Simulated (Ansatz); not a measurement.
# BaTiO3: the cost of one run

Program: Ansatz 0.2.0. Level of theory: DFT r2SCAN, scalar-relativistic, plane waves, PAW. These are calculated values, not measurements.

1 further run of the same task is left out (set aside as unsound or not needed).

### Step 1. The system as given

Symmetry: R3m, No. 160, trigonal system. Conventional cell: a = 5.680 Å, b = 5.680 Å, c = 6.994 Å, α = 90.00°, β = 90.00°, γ = 120.00°. Ba (site symmetry 3m) is surrounded by 12 O at 2.78 to 2.93 Å. Ti (site symmetry 3m) is surrounded by 6 O at 1.87 to 2.16 Å. O (site symmetry m) is surrounded by 2 Ti at 1.87 to 2.16 Å.

Coordinates:

```cif
data_structure
_symmetry_space_group_name_H-M 'R3m:H'
_symmetry_Int_Tables_number 160
_cell_length_a 5.6801
_cell_length_b 5.6801
_cell_length_c 6.9941
_cell_angle_alpha 90.000
_cell_angle_beta 90.000
_cell_angle_gamma 120.000
_cell_volume 195.42
loop_
_atom_site_label
_atom_site_type_symbol
_atom_site_symmetry_multiplicity
_atom_site_Wyckoff_symbol
_atom_site_fract_x
_atom_site_fract_y
_atom_site_fract_z
_atom_site_occupancy
Ba1 Ba 3 a 0.33333 0.66667 0.66347 1
Ti1 Ti 3 a 0.33333 0.66667 0.15001 1
O1 O 9 b 0.49680 0.99360 0.01302 1
```

This cell was relaxed beforehand with the same method: volume 13.03 Å³/atom, gap on the mesh 2.87 eV.

### Step 2. The cell scaled to 0.97 of its volume

File input.yaml:

```yaml
crystal:
  lattice:
    - [2.8113783784, 1.6231500635, 2.3078161205]
    - [-2.8113783784, 1.6231500635, 2.3078161205]
    - [0.0, -3.2463001271, 2.3078161205]
  atoms:
    - { symbol: Ba, position: [-0.0031985012, -0.0031985012, -0.0031985012] }
    - { symbol: Ti, position: [0.4833434637, 0.4833434637, 0.4833434637] }
    - { symbol: O, position: [0.5098165604, 0.5098165604, 0.0194219166] }
    - { symbol: O, position: [0.0194219166, 0.5098165604, 0.5098165604] }
    - { symbol: O, position: [0.5098165604, 0.0194219166, 0.5098165604] }
basis:
  ecutwfc: 500
kpoints:
  mp_grid: { grid: [6, 6, 6] }
hamiltonian:
  xc: r2scan
scf:
  occupations: { method: gaussian, width: 0.02 }
output:
  forces: true
  stress: true
  eigenvalues: true
  write_density: true
  write_potential: true
  elf: true
  volumetric_format: npy
relax:
  adjacent_minimum: "off"
  f_tol: 0.01
  max_steps: 30
  cell: { stress_tol: 0.1, fix: [volume] }
```

On the command line:

```console
$ ansatz run input.yaml --threads 1 --pin off --max-ram 2560MiB --backend cpu --events-out ev --progress --plain --runs-dir out
```

What time and memory should one allow on 1 thread of Intel Xeon 6975P-C (Granite Rapids), shared host?

About 45 s, with a peak of 0.54 GiB.
